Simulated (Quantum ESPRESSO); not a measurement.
# GaSb (F-43m) in Quantum ESPRESSO: a series of runs, part 2 of 2

Quantum ESPRESSO 7.5. Earlier steps stand in the parts before.

### Step 3. Phonons, BLYP

The input, pw.in:

```
&CONTROL
  calculation = 'scf'
  prefix = 'pwscf'
  outdir = './tmp'
  pseudo_dir = './pseudo'
  tprnfor = .true.
  tstress = .true.
  disk_io = 'low'
/
&SYSTEM
  ibrav = 0
  nat = 2
  ntyp = 2
  ecutwfc = 80
  nbnd = 21
  input_dft = 'blyp'
  occupations = 'smearing'
  smearing = 'mv'
  degauss = 0.01999163
/
&ELECTRONS
  conv_thr = 4d-10
  electron_maxstep = 120
  mixing_beta = 0.5
/
ATOMIC_SPECIES
Sb   121.7600 Sb.upf
Ga    69.7230 Ga.upf
CELL_PARAMETERS angstrom
   0.0000000000    3.0590000000    3.0590000000
   3.0590000000    0.0000000000    3.0590000000
   3.0590000000    3.0590000000    0.0000000000
ATOMIC_POSITIONS crystal
Sb     0.7500000000    0.7500000000    0.7500000000
Ga     0.0000000000    0.0000000000    0.0000000000
K_POINTS automatic
8 8 8 0 0 0
```

The input, relax.in:

```
&CONTROL
  calculation = 'vc-relax'
  prefix = 'pwscf'
  outdir = './tmp'
  pseudo_dir = './pseudo'
  tprnfor = .true.
  tstress = .true.
  disk_io = 'low'
  nstep = 40
  forc_conv_thr = 0.0001
  etot_conv_thr = 1d-06
/
&SYSTEM
  ibrav = 0
  nat = 2
  ntyp = 2
  ecutwfc = 80
  nbnd = 21
  input_dft = 'blyp'
  occupations = 'smearing'
  smearing = 'mv'
  degauss = 0.01999163
/
&ELECTRONS
  conv_thr = 4d-10
  electron_maxstep = 120
  mixing_beta = 0.5
/
&IONS
  ion_dynamics = 'bfgs'
/
&CELL
  cell_dynamics = 'bfgs'
  press = 0
  press_conv_thr = 0.2
/
ATOMIC_SPECIES
Sb   121.7600 Sb.upf
Ga    69.7230 Ga.upf
CELL_PARAMETERS angstrom
   0.0000000000    3.0590000000    3.0590000000
   3.0590000000    0.0000000000    3.0590000000
   3.0590000000    3.0590000000    0.0000000000
ATOMIC_POSITIONS crystal
Sb     0.7500000000    0.7500000000    0.7500000000
Ga     0.0000000000    0.0000000000    0.0000000000
K_POINTS automatic
8 8 8 0 0 0
```

The input, scf2.in:

```
&CONTROL
  calculation = 'scf'
  prefix = 'pwscf'
  outdir = './tmp'
  pseudo_dir = './pseudo'
  tprnfor = .true.
  tstress = .true.
  disk_io = 'low'
/
&SYSTEM
  ibrav = 0
  nat = 2
  ntyp = 2
  ecutwfc = 80
  nbnd = 21
  input_dft = 'blyp'
  occupations = 'smearing'
  smearing = 'mv'
  degauss = 0.01999163
/
&ELECTRONS
  conv_thr = 1d-13
  electron_maxstep = 120
  mixing_beta = 0.5
  startingpot = 'file'
  startingwfc = 'file'
/
ATOMIC_SPECIES
Sb   121.7600 Sb.upf
Ga    69.7230 Ga.upf
CELL_PARAMETERS angstrom
   0.0000000000    3.1594508702    3.1594508702
   3.1594508702    0.0000000000    3.1594508702
   3.1594508702    3.1594508702    0.0000000000
ATOMIC_POSITIONS crystal
Sb     0.7500000000    0.7500000000    0.7500000000
Ga     0.0000000000    0.0000000000    0.0000000000
K_POINTS automatic
8 8 8 0 0 0
```

The input, ph.in:

```
phonons of GaSb
&INPUTPH
  prefix = 'pwscf'
  outdir = './tmp'
  tr2_ph = 1d-16
  fildyn = 'dyn'
  niter_ph = 60
  alpha_mix(1) = 0.4
/
0.0000000000 0.0000000000 0.0000000000
```

The input, dynmat.in:

```
&INPUT
  fildyn = 'dyn'
  asr = 'crystal'
  filout = 'dynmat.eig'
/
```

Potentials or basis: PseudoDojo 0.4.1 SR PBE standard.

The run is started by

```bash
> OMP_NUM_THREADS=1 pw.x -in pw.in > pw.out
> OMP_NUM_THREADS=1 pw.x -in relax.in > relax.out
> OMP_NUM_THREADS=1 pw.x -in scf2.in > scf2.out
> OMP_NUM_THREADS=1 ph.x -in ph.in > ph.out
> OMP_NUM_THREADS=1 dynmat.x -in dynmat.in > dynmat.out
```

pw.out:

```text
This program is part of the open-source Quantum ESPRESSO suite
     for quantum simulation of materials; please cite
         "P. Giannozzi et al., J. Phys.:Condens. Matter 21 395502 (2009);
         "P. Giannozzi et al., J. Phys.:Condens. Matter 29 465901 (2017);
         "P. Giannozzi et al., J. Chem. Phys. 152 154105 (2020);
     in publications or presentations arising from this work. More details at

     IMPORTANT: XC functional enforced from input :
     Exchange-correlation= BLYP
                           (   1   3   1   3   0   0   0)
     Any further DFT definition will be discarded
     Please, verify this is what you really want

     Message from routine setup:
     using ibrav=0 with symmetry is DISCOURAGED, use correct ibrav instead

     G-vector sticks info
     --------------------
     sticks:   dense  smooth     PW     G-vecs:    dense   smooth      PW
     Sum        1483    1483    433                37461    37461    5817

     Using Slab Decomposition

     bravais-lattice index     =            0
     lattice parameter (alat)  =       8.1751  a.u.
     unit-cell volume          =     386.3359 (a.u.)^3
     number of atoms/cell      =            2
     number of atomic types    =            2
     number of electrons       =        28.00
     number of Kohn-Sham states=           21
     kinetic-energy cutoff     =      80.0000  Ry
     charge density cutoff     =     320.0000  Ry
     scf convergence threshold =      4.0E-10
     mixing beta               =       0.5000
     number of iterations used =            8  plain     mixing
     Exchange-correlation= BLYP
                           (   1   3   1   3   0   0   0)

     celldm(1)=   8.175105  celldm(2)=   0.000000  celldm(3)=   0.000000
     celldm(4)=   0.000000  celldm(5)=   0.000000  celldm(6)=   0.000000

     crystal axes: (cart. coord. in units of alat)
               a(1) = (   0.000000   0.707107   0.707107 )
               a(2) = (   0.707107   0.000000   0.707107 )
               a(3) = (   0.707107   0.707107   0.000000 )

     reciprocal axes: (cart. coord. in units 2 pi/alat)
               b(1) = ( -0.707107  0.707107  0.707107 )
               b(2) = (  0.707107 -0.707107  0.707107 )
               b(3) = (  0.707107  0.707107 -0.707107 )

     PseudoPot. # 1 for Sb read from file:
     Sb.upf
     Pseudo is Norm-conserving + core correction, Zval = 15.0
     Generated using ONCVPSP code by D. R. Hamann
     Using radial grid of 1434 points,  6 beta functions with:
[... 73 lines left out ...]
     Davidson diagonalization with overlap
     ethr =  1.00E-02,  avg # of iterations =  5.6

     Threshold (ethr) on eigenvalues was too large:
     Diagonalizing with lowered threshold

     Davidson diagonalization with overlap
     ethr =  1.20E-04,  avg # of iterations =  3.4

     total energy              =    -334.25476908 Ry
     estimated scf accuracy    <       0.03475328 Ry
[... 12 lines left out ...]
     total energy              =    -334.25605770 Ry
     estimated scf accuracy    <       0.00025858 Ry

     iteration #  4     ecut=    80.00 Ry     beta= 0.50
     Davidson diagonalization with overlap
     c_bands:  1 eigenvalues not converged
     c_bands:  1 eigenvalues not converged
     ethr =  9.24E-07,  avg # of iterations =  8.0

     total energy              =    -334.25609631 Ry
     estimated scf accuracy    <       0.00003024 Ry

     iteration #  5     ecut=    80.00 Ry     beta= 0.50
     Davidson diagonalization with overlap
     ethr =  1.08E-07,  avg # of iterations =  2.2
[... 25 lines left out ...]
     iteration #  9     ecut=    80.00 Ry     beta= 0.50
     Davidson diagonalization with overlap
     ethr =  9.03E-12,  avg # of iterations =  2.0

     End of self-consistent calculation

          k = 0.0000 0.0000 0.0000 (  4645 PWs)   bands (ev):

   -20.0746 -20.0746 -20.0746 -20.0548 -20.0548  -6.2984  -6.2984  -6.2984
    -6.2479  -6.2479  -2.7865   8.5163   8.7250   8.7250   8.7250  11.5561
    11.5561  11.5561  14.8187  17.6627  17.6627
[... 111 lines left out ...]
   -20.0755 -20.0702 -20.0695 -20.0555 -20.0527  -6.3398  -6.2781  -6.2760
    -6.2553  -6.2473  -0.4464   2.0471   5.2043   6.5720  10.2331  12.6740
    15.3525  15.5637  16.4319  17.8923  19.9772

          k =-0.7071 0.0000 0.0000 (  4720 PWs)   bands (ev):

   -20.0776 -20.0687 -20.0687 -20.0565 -20.0518  -6.3455  -6.2723  -6.2723
    -6.2605  -6.2450  -0.3797   1.8734   6.1958   6.1958   9.7204  10.1474
    17.3685  17.3685  18.8531  19.6002  19.9860

          k = 0.3536 0.1768 0.0000 (  4687 PWs)   bands (ev):
[... 31 lines left out ...]
   -20.0738 -20.0723 -20.0697 -20.0549 -20.0533  -6.3358  -6.2816  -6.2781
    -6.2525  -6.2487  -0.6832   2.3528   5.2393   6.5407  11.3555  13.1386
    13.4891  15.0682  16.4941  17.7128  19.9757

          k =-0.7071 0.1768-0.0000 (  4668 PWs)   bands (ev):

   -20.0764 -20.0699 -20.0687 -20.0560 -20.0522  -6.3426  -6.2758  -6.2738
    -6.2574  -6.2464  -0.3599   1.9315   5.7885   5.9115  10.7075  11.0723
    15.7190  15.7967  18.7181  19.0362  19.9735

          k =-0.7071 0.3536 0.0000 (  4648 PWs)   bands (ev):

   -20.0740 -20.0723 -20.0687 -20.0553 -20.0529  -6.3393  -6.2797  -6.2750
    -6.2538  -6.2486  -0.3397   1.9945   5.4586   5.6766  12.3463  13.1788
    13.2212  13.6578  18.7411  18.9758  19.9749

     the Fermi energy is     8.7210 ev

!    total energy              =    -334.25609972 Ry
     estimated scf accuracy    <          3.7E-11 Ry
     smearing contrib. (-TS)   =       0.00026526 Ry
     internal energy E=F+TS    =    -334.25636498 Ry

     The total energy is F=E-TS. E is the sum of the following terms:
     one-electron contribution =    -165.34287206 Ry
     hartree contribution      =     101.09635741 Ry
     xc contribution           =     -86.71017457 Ry
     ewald contribution        =    -183.29967577 Ry

     convergence has been achieved in   9 iterations

     Forces acting on atoms (cartesian axes, Ry/au):

     atom    1 type  1   force =    -0.00000000   -0.00000000    0.00000000
     atom    2 type  2   force =     0.00000000    0.00000000    0.00000000

     Total force =     0.000000     Total SCF correction =     0.000000

     Computing stress (Cartesian axis) and pressure

          total   stress  (Ry/bohr**3)                   (kbar)     P=       51.36
   0.00034912   0.00000000   0.00000000           51.36        0.00        0.00
   0.00000000   0.00034912   0.00000000            0.00       51.36        0.00
   0.00000000   0.00000000   0.00034912            0.00        0.00       51.36

=------------------------------------------------------------------------------=
   JOB DONE.
=------------------------------------------------------------------------------=
```

It took 23 min on 1 thread of Intel Xeon Platinum 8259CL at 2.50GHz (Skylake/Cascade Lake), shared host; peak memory 0.13 GiB.

What came out:

| Item | Value |
| --- | --- |
| Free energy | -4547.8830 eV |
| Relaxed volume | 31.54 Å³/atom |
| Relaxed cell | a = 4.468 Å, b = 4.468 Å, c = 4.468 Å, α = 60.00°, β = 60.00°, γ = 60.00° |
| Space group after relaxing (to 0.05 Å) | F-43m (No. 216) |
| Pressure after relaxing | 0.5 GPa |
| Band gap on the k mesh | none (metal or under the smearing width) |
| Highest phonon frequency at Γ | 194 cm⁻¹ |

The path:
```csv
step,energy change (eV),largest force (eV/Å),pressure (GPa),volume (Å³)
1,0.0000,0.0000,5.14,57.25
2,-0.0412,0.0000,3.61,58.76
3,-0.0711,0.0000,2.08,60.46
4,-0.0877,0.0000,0.12,62.92
5,-0.0878,0.0000,0.00,63.08
6,-0.0878,0.0000,0.00,63.08
```

Final structure:
```
Sb Ga
1.0
     0.00000    3.15945    3.15945
     3.15945    0.00000    3.15945
     3.15945    3.15945    0.00000
Sb Ga
1 1
Direct
  0.75000 0.75000 0.75000
  0.00000 0.00000 0.00000
```

Phonon frequencies in cm⁻¹ (negative: imaginary):
```tsv
q point	frequencies
(0.000, 0.000, 0.000)	29 29 29 194 194 194
```

Optical modes at Γ, degenerate ones joined:
```csv
cm⁻¹,components,symmetry,active in
192,3,T2,IR and Raman
```

Caveat: the potentials were made for another functional, which shifts forces and pressure; before the sum rule the acoustic modes lie tens of cm⁻¹ from zero, a sign that the density grid also shifts the optical modes; this crystal is a semiconductor, whose small gap the functional closes, so the metal is an error of the method. The run has no spin-orbit coupling, so splittings on Sb are missing.

### Step 4. Comparison with measurements

Step 2. Against the measured gap of GaSb, 0.811 eV (direct; 4.2 K; a printed reference work, data compilation), the calculated 0.00 eV is off by -0.81 eV. Spin-orbit coupling on Ga, Sb is left out. The value is that of PBE on a finite k mesh, which can miss the band edges, without temperature or zero-point motion. Semilocal functionals fall short of measured gaps as a rule.

Step 3. Measured gap of GaSb: 0.811 eV (direct; 4.2 K; a printed reference work, data compilation). This calculation gives 0.00 eV (-0.81 eV). Spin-orbit coupling on Ga, Sb is left out. The value is that of BLYP on a finite k mesh, which can miss the band edges, without temperature or zero-point motion. Semilocal functionals fall short of measured gaps as a rule.
